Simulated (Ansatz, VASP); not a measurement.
# Two plane-wave programs on Ba

Contents of INCAR:

```
SYSTEM = Ba
PREC     = Accurate       ! precision mode
ENCUT    = 520            ! plane-wave cutoff, eV
EDIFF    = 1E-6           ! SCF threshold, eV
ISMEAR   = 0              ! smearing method
SIGMA    = 0.15           ! smearing width, eV
LREAL    = .FALSE.        ! projectors in reciprocal space
LASPH    = .TRUE.         ! aspherical terms in the spheres
NELM     = 60             ! most SCF steps
ALGO     = Fast           ! electronic algorithm
ISIF     = 2              ! what is computed and relaxed
LWAVE    = .FALSE.        ! write WAVECAR
LCHARG   = .TRUE.         ! write CHGCAR
GGA      = PE             ! functional
LELF     = .TRUE.         ! ELF
LVHAR    = .TRUE.       
NBANDS   = 11             ! bands
```

File KPOINTS:

```
Automatic mesh
0
G
  14 14 14
  0 0 0
```

The input POSCAR:

```
Ba
1.0
   -2.6250000000      2.6250000000      2.6250000000
    2.6250000000     -2.6250000000      2.6250000000
    2.6250000000      2.6250000000     -2.6250000000
Ba
1
Direct
    0.0000000000      0.0000000000      0.0000000000
```

Input for Ansatz:

```yaml
crystal:
  lattice:
    - [-2.625, 2.625, 2.625]
    - [2.625, -2.625, 2.625]
    - [2.625, 2.625, -2.625]
  atoms:
    - { symbol: Ba, position: [0.0, 0.0, 0.0] }
basis:
  ecutwfc: 420
kpoints:
  mp_grid: { grid: [14, 14, 14] }
hamiltonian:
  xc: pbe
scf:
  occupations: { method: gaussian, width: 0.15 }
output:
  forces: true
  stress: true
  eigenvalues: true
```

Change from the starting cell: strain +0.050 along x and y, +0.050 along z, atoms carried along.

Alike in both runs: task single point; functional PBE; k mesh 14 × 14 × 14; occupations gaussian, width 0.15 eV; no spin polarisation.

|  | VASP | Ansatz |
| --- | --- | --- |
| version | VASP 6.6.1 | Ansatz 0.2.0 |
| potentials or method | VASP PAW PBE potentials, release 64 (Ba_sv) | scalar-relativistic, plane waves, PAW |
| plane-wave cutoff (eV) | 520 | 420 |
| valence electrons in the cell | 10 | 10 |

Ansatz gave:

| Quantity | Value |
| --- | --- |
| gap on the k mesh at the Fermi level (eV) | none |
| pressure (GPa) | -1.0 |

**Question.** Which values does VASP return?

**Answer.** gap on the k mesh at the Fermi level (eV): none; pressure (GPa): -0.9.

A gap of «none» marks a metal or a gap that the smearing closes.

The runs have no spin-orbit coupling, so splittings on Ba are missing.
